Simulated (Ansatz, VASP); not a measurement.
Two plane-wave programs on Ti

The input INCAR:

```
SYSTEM = Ti
PREC = Accurate
ENCUT = 520
EDIFF = 1E-8
ISMEAR = -1
SIGMA = 0.05
LREAL = .False.
LASPH = .True.
NELM = 150
ALGO = Fast
ISIF = 2
LWAVE = .False.
LCHARG = .False.
MAGMOM = 0 0 0
LORBIT = 11
LSORBIT = .True.
GGA_COMPAT = .False.
LORBMOM = .True.
LMAXMIX = 4
GGA = PE
LEFG = .True.
NBANDS = 23
```

The input KPOINTS:

```
Automatic mesh
0
Gamma
  18 18 18
  0 0 0
```

Contents of POSCAR:

```
Ti
1.0
   -1.6258179727      1.6258179727      1.6258179727
    1.6258179727     -1.6258179727      1.6258179727
    1.6258179727      1.6258179727     -1.6258179727
Ti
1
Direct
    0.0000000000      0.0000000000      0.0000000000
```

Input for Ansatz:

```yaml
crystal:
  lattice:
    - [-1.6258179727, 1.6258179727, 1.6258179727]
    - [1.6258179727, -1.6258179727, 1.6258179727]
    - [1.6258179727, 1.6258179727, -1.6258179727]
  atoms:
    - { symbol: Ti, position: [0.0, 0.0, 0.0] }
kpoints:
  mp_grid: { grid: [18, 18, 18] }
  band_path:
    path:
      - [0.0, 0.0, 0.0]
      - [0.5, -0.5, 0.5]
      - [0.0, 0.0, 0.5]
      - [0.0, 0.0, 0.0]
      - [0.25, 0.25, 0.25]
      - [0.5, -0.5, 0.5]
      - [0.25, 0.25, 0.25]
      - [0.0, 0.0, 0.5]
    npoints: 5
scf:
  occupations: { method: fermi_dirac, width: 0.05 }
hamiltonian:
  xc: pbe
  pseudopotentials: { kind: paw_fr }
output:
  forces: true
  stress: true
  eigenvalues: true
  efg: { contact_densities: true }
magnetization:
  noncollinear: true
  spin_orbit: true
```

Alike in both runs: task electric field gradients; functional PBE; k mesh 18 × 18 × 18; occupations fermi-dirac, width 0.05 eV; non-collinear spin, spin-orbit coupling.

```csv
,VASP,Ansatz
version,VASP 6.6.1,Ansatz 0.2.0
potentials or method,"VASP PAW PBE potentials, release 64 (Ti_sv)","PAW with Ansatz's default frozen-core files, fully relativistic files with spin-orbit coupling"
plane-wave cutoff (eV),520,420
valence electrons in the cell,12,12
```

Ansatz gave:

- pressure (GPa): 0.4
- net moment per atom (μB): 0.00
- Vzz of the field gradient on the site that differs most (V/Å²): 0.0

Question: Which values does VASP return?

Answer: Pressure (GPa): 0.2; net moment per atom (μB): 0.00; Vzz of the field gradient on the site that differs most (V/Å²): 0.0.
